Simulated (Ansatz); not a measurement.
## Au under changes of volume

One of the cells (17.651 Å³/atom); the others are scaled copies at fixed shape and fractional positions:

```
Au
1.0
     1.41131   -2.55593    0.00000
     1.41131    2.55593    0.00000
     0.00000    0.00000    4.89317
Au
2
Direct
  0.33467 0.66533 0.25000
  0.66533 0.33467 0.75000
```

This isn't the form of Au at room conditions, which is fcc.

* Program: Ansatz 0.2.0
* Functional: HSE06
* Potentials or basis: Ansatz PAW
* Cutoff: 420 eV (not typed: the program's choice for these potentials)
* k mesh: 6 × 6 × 4
* Occupations: fermi-dirac, width 0.05 eV
* Spin: no spin polarisation

| volume (Å³/atom) | energy over the lowest point (meV/atom) | pressure (GPa) | largest force (eV/Å) |
| --- | --- | --- | --- |
| 16.592 | 33.19 | 10.6 | 0.073 |
| 16.945 | ? | ? | ? |
| 17.298 | 3.68 | 3.2 | 0.022 |
| 17.651 | 0.00 | 0.3 | 0.008 |
| 18.004 | 2.37 | -2.3 | 0.005 |
| 18.357 | 9.80 | -4.5 | 0.016 |
| 18.710 | 21.69 | -6.4 | 0.022 |

**Question.** What does the run at 16.945 Å³/atom give?

**Answer.** Energy over the lowest point 14.48 meV/atom; pressure 6.7 GPa; largest force 0.044 eV/Å.

Worked out: A Birch-Murnaghan fit of order 3 (a polynomial in V^(-2/3)) to the other rows has its minimum at 17.68 Å³/atom with B0 = V·E''(V) = 135 GPa and B' = 6.8 at fixed shape and positions, which overstates the stiffness. It gives 14.36 meV/atom at 16.945 Å³/atom, against the run's 14.48, and -dE/dV = 6.6 GPa, against 6.7.

Energies are extrapolated to zero smearing.

Caveats: all runs use coarse meshes; the PAW data sets come from PBE, with cores solved anew for the run's functional, which leaves a small shift of forces and pressure; the thresholds are loose for stress.
